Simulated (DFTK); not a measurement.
A run of DFTK 0.8.2 is set up as follows.

The input run.jl:

```julia
using DFTK
using PseudoPotentialData
using Unitful, UnitfulAtomic
using LinearAlgebra, Printf
include("save.jl")
disable_threading()

# lattice vectors are the columns
lattice = austrip(1u"Å") * [        -1.443          1.443          1.443;
                    1.443         -1.443          1.443;
                    1.443          1.443         -1.443]
symbols   = [:Fe]
positions = [[0.0, 0.0, 0.0]]
pseudopotentials = Dict(:Fe => "Fe.upf")
elements = Dict(s => ElementPsp(s, pseudopotentials; rcut=10.0) for s in unique(symbols))
atoms    = [elements[s] for s in symbols]
magnetic_moments = [3.0]

build_model(lattice, positions; symmetries=true) =
    model_DFT(lattice, atoms, positions;
              functionals=r2SCAN(),
              magnetic_moments,
              spin_polarization=:collinear,
              temperature=austrip(0.05u"eV"),
              smearing=Smearing.FermiDirac(),
              symmetries)
Ecut  = 45.0  # hartree
kgrid = [12, 12, 12]
tol   = 1e-6
to_GPa = ustrip(uconvert(u"GPa", 1u"hartree/bohr^3"))

model = build_model(lattice, positions)
basis = PlaneWaveBasis(model; Ecut, kgrid)
display(basis)
scfres = self_consistent_field(basis;
                               tol,
                               ρ=guess_density(basis, magnetic_moments),
                               nbandsalg=AdaptiveBands(model; n_bands_converge=14))
display(scfres.energies)
@printf "Fermi level: %.6f eV\n" ustrip(auconvert(u"eV", something(scfres.εF, NaN)))
forces = compute_forces_cart(scfres)
println("Forces (eV/Å)")
for (s, f) in zip(symbols, forces)
    @printf "%-3s %12.6f %12.6f %12.6f\n" s ustrip.(auconvert.(u"eV/Å", f))...
end
stress = compute_stresses_cart(scfres)
println("Stress (GPa)")
display(round.(stress * to_GPa; digits=4))
@printf "Total moment: %.4f μB\n" sum(spin_density(scfres.ρ)) * scfres.basis.dvol
println("Levels at the first k-point (eV): ", round.(ustrip.(auconvert.(u"eV", scfres.eigenvalues[1][1:scfres.n_bands_converge])); digits=4))
save_scf!(scfres; forces, stress)
```

Potentials or basis: SG15 1.2 (PBE).

Command:

```sh
$ julia --threads=1 run.jl  # save.jl only writes the numbers to a file and isn't shown; printed stress counts tension as positive; times include loading and compiling
```

Problem. Estimate the pressure.

Solution. 0.9 GPa.

Problem. Estimate the net moment.

Solution. 2.81 μB per cell.

Problem. What does it give for the band gap on the k mesh?

Solution. None (metal or under the smearing width).

Caveat: the potentials were made for another functional, which shifts forces and pressure.
